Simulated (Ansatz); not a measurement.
**Moving the knobs of a GW run on LiH (Fm-3m)**

Aim: change settings of a G0W0 run on LiH (Fm-3m) and see what moves.

Program: Ansatz 0.2.0. Level of theory: G0W0 on PBE, plane waves, PAW. Results are calculated unless marked as measured.

The database entry behind the starting cell differs from later determinations by our own check (the deuteride, about 0.2 % short), so it need not match the best structure at ambient conditions.

## (1) The starting structure

The structure is cubic, space group Fm-3m (No. 225). The conventional cell has a = 4.074 Å, b = 4.074 Å, c = 4.074 Å, α = 90.00°, β = 90.00°, γ = 90.00°. Li has 6 H at 2.04 Å nearest. Nearest to H lie 6 Li at 2.04 Å. Farther neighbours are not listed.

The cell and positions come from the Crystallography Open Database and are kept as given unless a step says otherwise. The default PAW set here is soft_2. Its files were made with PBE.

## (2) The base run: 6×6×6 mesh, 50 empty bands, screening to 120 eV

G0W0 replaces the xc potential by the self-energy, built once from these orbitals. Only a window of levels is corrected, while the sums run over the empty bands that the input names.

Contents of input.yaml:

```yaml
crystal:
  lattice:
    - [0.0, 2.03675, 2.03675]
    - [2.03675, 0.0, 2.03675]
    - [2.03675, 2.03675, 0.0]
  atoms:
    - { symbol: Li, position: [0.0, 0.0, 0.0] }
    - { symbol: H, position: [0.5, 0.5, 0.5] }
kpoints:
  mp_grid: { grid: [6, 6, 6] }
hamiltonian:
  xc: pbe
scf:
  occupations: { method: fixed }
gw:
  n_empty_bands: 50
  ecut_chi: 120
  qp_bands: [v2, c2]
  qp_kpoints: band_edges
  screening: { model: contour_deformation }
```

Run with:

```bash
$ ansatz run input.yaml --threads 3 --pin off --max-ram 92160MiB --backend cuda --events-out ev --progress --plain --runs-dir out --devices 1 --max-vram 13GiB  # rebuilt from the run's record
```

Numbers of over 12 decimals in the logs are rounded to 6 here.

The log of the run:

```text
GPUs: using 1 of 1 available (devices: 1).
Engine: ansatz 0.2.0, x86_64-unknown-linux-gnu
Pseudopotentials: kind: paw
Pseudopotential: Li, paw, valence charge 3, recommended cutoff 420 eV (normal), Li.paw.azcp
Pseudopotential: H, paw, valence charge 1, recommended cutoff 420 eV (normal), H.paw.azcp
Functional definition: PBE
  parameter kappa = 0.804
  parameter beta = 0.066725
  exchange = pbe_x(kappa = kappa, mu = beta*pi^2/3)
  correlation = pbe_c(beta = beta)
device memory: the entry about to start is reckoned to put 0.3 GiB on a device that reports 48.3 GiB free (of which the cap on the GPU budget leaves the run 13.0 GiB)
GPU FFT provider: cuFFT
GPU libraries: cuBLAS 13.8.2, cuFFT 12.4.0, cuSOLVER 12.3.4
Crystal: 2 atoms, lattice volume = 16.898 Å³
Basis set: ecut = 420 eV, 331 PW (Γ)
Bands: 6, of which v1, the nominal top of the filled ones, is band 2 counted from 1 (1 counted from 0)
Symmetry: 48 space group operations
Space group: Fm-3m (ITA 225), of the structure as read, at distance tolerance 2.6e-5 Å
k-points: 16 of 216
Non-local potential: Li, projectors of the file, l = 0: 3, l = 1: 2, l = 2: 1
Non-local potential: H, projectors of the file, l = 0: 2, l = 1: 1
PAW form: soft (Blöchl's): semilocal exchange-correlation on the pseudo side does not see the compensation charge
PAW one-centre angular grid: Li, 110 points (default); XC on 64 Gauss nodes
PAW one-centre angular grid: H, 110 points (default); XC on 64 Gauss nodes
Initial density: superposition of atomic densities (neutral atoms: chi_scale 0, normalization atom), corrected by the library's trained network
Initial wavefunctions: pseudopotential atomic-orbital guess
GPU buffer pool allocated for 8000 grid points (all kernels)
GPU transforms: local potential and band sums: pruned to the plane-wave sphere, on 18×20×20
Functional: x = pbe(κ = 0.804, μ = 0.219515), c = pbe(β = 0.066725)
SCF iter   1: F=—  HF=-221.386512 eV  |F-HF|=—  |Δ(HF+E_count)|=         —  Δρ=8.47e-4  dr2=5.58e-5  ethr=1.77e-3  ⟨swp⟩=4.0  Hψ=746  notcnv=0  defer=22
preconditioner: auto → none  [insulator: Δε(μ)=3.006 eV  Ē_g=13.708 eV  n_scr=0 (ndim 8)  ℏωp=12.8 eV  f_vac=0.000  ε∞_Penn≈1.9]
SCF iter   2: F=—  HF=-221.386540 eV  |F-HF|=—  |Δ(HF+E_count)|=   2.74e-5  Δρ=3.70e-4  dr2=9.58e-6  ethr=1.40e-6  ⟨swp⟩=2.0  Hψ=259  notcnv=0  defer=27
SCF iter   3: F=—  HF=-221.386558 eV  |F-HF|=—  |Δ(HF+E_count)|=   1.88e-5  Δρ=5.34e-5  dr2=3.03e-7  ethr=2.39e-7  ⟨swp⟩=2.0  Hψ=146  notcnv=0  defer=27
iter 4 did not close the SCF: its close was put off for the readings that it lacked (scf_convergence_deferred on its scf_iter line)
SCF iter   4: F=-221.386559 eV  HF=-221.386559 eV  |F-HF|=3.27e-10  |Δ(HF+E_count)|=   7.41e-7  Δρ=3.25e-6  dr2=7.24e-10  ethr=7.59e-9  ⟨swp⟩=2.0  Hψ=112  notcnv=0  defer=27
[...]
E_aug_tail   = -0.001032  (compensation charges beyond the density's cutoff)
  E_ewald      = -92.592916
  E_smearing   = -0.000000  (= −TS)
  E_closure    = 0.000000  (closes the sum)
  Σ components = -221.386559   (vs F -221.386559, Δ=0.00e0)
--- Band table (eV; the first three rows and the last of 16) ---
  k-point 0: bands = ["-43.8346", "-4.7725", "15.9654", "17.8816", "17.8816", "17.8816"]
  k-point 1: bands = ["-43.8250", "-4.2936", "12.6082", "16.0174", "17.0993", "17.0993"]
  k-point 2: bands = ["-43.8058", "-3.0064", "7.6144", "14.3573", "16.4977", "16.4977"]
  k-point 15: bands = ["-43.7842", "0.3317", "4.4917", "7.4119", "11.6767", "17.4415"]
--- G₀W₀: contour deformation, 6 samples at zero and on the imaginary axis and 6 off it, 216 q-points, 50 empty bands' worth ---
  eigenvalues of the whole cell's RPA ε∞ on this k-mesh (on a slab, of 1 + 4πα/V) = 4.1860, 4.1860, 4.1860; static W/v taken at q = 0 is 0.238892
  gw.qp_kpoints: band_edges: 4 of 16 stored k-points solved, in 1 pass; an edge of the gap read off the rows below is read off those points alone
    valence top: of the k-points left out ik 10 came nearest to being solved in a further pass, in band 2 (counted from 1, as in the quasiparticle table): it holds the edge there only if its correction is more favourable than any solved in that band by at least 1.021 eV; those differ by 0.074 eV
    conduction bottom: of the k-points left out ik 10 came nearest to being solved in a further pass, in band 3 (counted from 1, as in the quasiparticle table): it holds the edge there only if its correction is more favourable than any solved in that band by at least 1.644 eV; those differ by 0.081 eV
  `?` marks the rows in doubt; gw_qp.tsv's column doubts and the gw_qp event give each row's grounds
    ik  band        ε_KS         Σx   Σc(E_QP)       V_xc       Z   E_QP_lin       E_QP  E_QP is
     3     1    -43.7962   -44.6433     8.9688   -28.9166  0.7443   -51.5559   -50.5540  root ?
     3     2     -2.0030   -14.3557     2.9363   -10.0584  0.7279    -3.4178    -3.3640  root
     3     3      5.2774    -4.1800    -3.8151    -8.4763  0.7898     5.7624     5.7585  root
     3     4     13.7398    -3.6065    -5.8373    -9.9175  0.7392    14.2209    14.2135  root
    11     1    -43.7872   -44.6619     8.9680   -28.9339  0.7445   -51.5498   -50.5471  root ?
    11     2     -0.5315   -14.2012     2.3142   -10.5845  0.7489    -1.8715    -1.8340  root
    11     3      5.4773    -3.1246    -3.9529    -7.6399  0.7887     6.0453     6.0397  root
    11     4      7.5748    -4.0403    -4.2246    -8.7983  0.7679     8.1154     8.1082  root
    12     1    -43.7844   -44.6691     8.9688   -28.9389  0.7445   -51.5490   -50.5458  root ?
    12     2      0.4866   -14.6836     2.0492   -11.3458  0.7575    -0.8340    -0.8019  root
    12     3      3.5049    -3.6287    -3.4865    -7.6097  0.7986     4.0029     3.9993  root
    12     4     11.0677    -2.6164    -4.8597    -8.1689  0.7490    11.7677    11.7606  root
    15     1    -43.7842   -44.6683     8.9677   -28.9395  0.7445   -51.5481   -50.5453  root ?
    15     2      0.3317   -14.5565     2.0935   -11.1757  0.7562    -0.9883    -0.9556  root
    15     3      4.4917    -3.3645    -3.7256    -7.6245  0.7946     5.0307     5.0261  root
    15     4      7.4119    -2.7986    -4.3134    -7.6980  0.7729     8.0056     7.9978  root
[key lines of the parts left out:]
SCF converged after 6 iterations
Free energy (F): -221.386559 eV
Fermi energy:    0.486615 eV
```

Wall time 9.1 s (1 × NVIDIA H100 80GB HBM3 (shared by 6 runs) with 3 threads of AMD EPYC 7R13 (Zen 3), shared host); peak memory 0.98 GiB.

The column dr2 measures how far the density is from self-consistency, as an energy; F and HF (Harris–Foulkes) agree once it is small.

This step gave:

- bands summed: 52
- RPA ε∞ on this mesh (eigenvalues): 4.186, 4.186, 4.186
- plane waves in the screening matrix: 59
- q-points in the mesh: 216
- G0W0 gap on the mesh: 4.801 eV
- k of the valence top: 0, -0.5, -0.5
- k of the conduction bottom: 0, -0.5, -0.5
- starting gap on the mesh: 3.018 eV
- Z at the valence top: 0.7575
- Z at the conduction bottom: 0.7986
- least direct G0W0 gap on the computed points: 4.801 eV

The gap on the mesh goes from 3.02 eV to 4.80 eV, a correction of +1.78 eV. Between the two edge states, bare exchange in place of the xc potential would open the gap by 7.32 eV, and correlation takes back 5.54 eV.

## (3) Variant: low screening cutoff

Changes to input.yaml since step 2:

```diff
@@ -16,3 +16,3 @@
   n_empty_bands: 50
-  ecut_chi: 120
+  ecut_chi: 25
   qp_bands: [v2, c2]
```

The log of the run:

```text
GPUs: using 1 of 1 available (devices: 1).
[...]
GPU FFT provider: cuFFT
GPU libraries: cuBLAS 13.8.2, cuFFT 12.4.0, cuSOLVER 12.3.4
Crystal: 2 atoms, lattice volume = 16.898 Å³
Basis set: ecut = 420 eV, 331 PW (Γ)
Bands: 6, of which v1, the nominal top of the filled ones, is band 2 counted from 1 (1 counted from 0)
Symmetry: 48 space group operations
[...]
k-points: 16 of 216
[...]
GPU buffer pool allocated for 8000 grid points (all kernels)
[...]
SCF iter   1: F=—  HF=-221.386512 eV  |F-HF|=—  |Δ(HF+E_count)|=         —  Δρ=8.47e-4  dr2=5.58e-5  ethr=1.77e-3  ⟨swp⟩=4.0  Hψ=746  notcnv=0  defer=22
[...]
SCF iter   6: F=-221.386559 eV  HF=-221.386559 eV  |F-HF|=2.84e-13  |Δ(HF+E_count)|=  4.02e-11  Δρ=9.18e-8  dr2=1.45e-12  ethr=1.00e-12  ⟨swp⟩=3.2  Hψ=481  notcnv=0
SCF 1 converged in 6 iterations: F = -221.386559 eV  dr2 = 1.45e-12
[...]
NSCF: frozen V_eff on 16 k-points, pencils in batches of 32, up to order 24
[...]
NSCF: frozen V_eff on 16 k-points
G₀W₀ screening: q 1/16
[... further progress lines ...]
[...]
SCF converged after 6 iterations
Free energy (F): -221.386559 eV
[...]
Internal energy: -221.386559 eV  (E = F + TS)
E sigma→0 (E₀):  -221.386559 eV
Fermi energy:    0.486615 eV
[...]
--- Band table (eV; the first three rows and the last of 16) ---
[...]
3     1    -43.7962   -44.6433     9.2382   -28.9166  0.7248   -51.2926   -50.2847  root ?
     3     2     -2.0030   -14.3557     3.2664   -10.0584  0.7434    -3.0620    -3.0339  root
     3     3      5.2774    -4.1800    -3.7599    -8.4763  0.7875     5.8186     5.8137  root
     3     4     13.7398    -3.6065    -5.5413    -9.9175  0.7487    14.5472    14.5095  root
    11     1    -43.7872   -44.6619     9.2330   -28.9339  0.7250   -51.2874   -50.2821  root ?
    11     2     -0.5315   -14.2012     2.6923   -10.5845  0.7687    -1.4732    -1.4558  root
    11     3      5.4773    -3.1246    -3.8881    -7.6399  0.7866     6.1116     6.1045  root
    11     4      7.5748    -4.0403    -4.1124    -8.7983  0.7684     8.2310     8.2204  root
    12     1    -43.7844   -44.6691     9.2333   -28.9389  0.7251   -51.2868   -50.2813  root ?
    12     2      0.4866   -14.6836     2.4842   -11.3458  0.7817    -0.3797    -0.3669  root
    12     3      3.5049    -3.6287    -3.4180    -7.6097  0.7971     4.0725     4.0678  root
    12     4     11.0677    -2.6164    -4.7793    -8.1689  0.7445    11.8476    11.8409  root
    15     1    -43.7842   -44.6683     9.2325   -28.9395  0.7251   -51.2860   -50.2806  root ?
    15     2      0.3317   -14.5565     2.5212   -11.1757  0.7800    -0.5411    -0.5278  root
    15     3      4.4917    -3.3645    -3.6589    -7.6245  0.7928     5.0986     5.0928  root
    15     4      7.4119    -2.7986    -4.2494    -7.6980  0.7701     8.0717     8.0618  root
```

Wall time 9 s (1 × NVIDIA H100 80GB HBM3 (shared by 6 runs) with 3 threads); peak memory 0.99 GiB; 12 s of CPU time.

Against the base:

```
              setting  base  variant
screening cutoff (eV)   120       25
```

```
                                    quantity  variant   base
                    starting gap on the mesh    3.018  3.018
                        G0W0 gap on the mesh    4.435  4.801
least direct G0W0 gap on the computed points    4.435  4.801
                        Z at the valence top    0.782  0.757
                  Z at the conduction bottom    0.797  0.799
```

## (4) Results

```json
{
  "base": "4.80 eV, 9.1 s",
  "low screening cutoff": "4.43 eV, 9 s"
}
```

**Reading.** Low screening cutoff: the gap moves by −0.37 eV; such settings are too crude to quote. All runs here use a coarse mesh and modest cutoffs; they test settings and are not final values.

[Paths, hosts, dates, memory and timing lines, banners, echoed tables and standing remarks are left out of the program output.]

[Logs are printed without paths, hosts, clocks, repeated set-up lines and the standing remarks that a program may print on its own settings, such as how far it seeks lower states.]

[Runs of the session that timed out or met a known fault of the program may be left out.]

[Cells called generated may have been cut or substituted from an entry of the Crystallography Open Database or the Materials Project.]

[Hosts, paths, dates, database ids (printed as entryN), source tags and the programs' standing remarks are cut or masked in the printed files.]
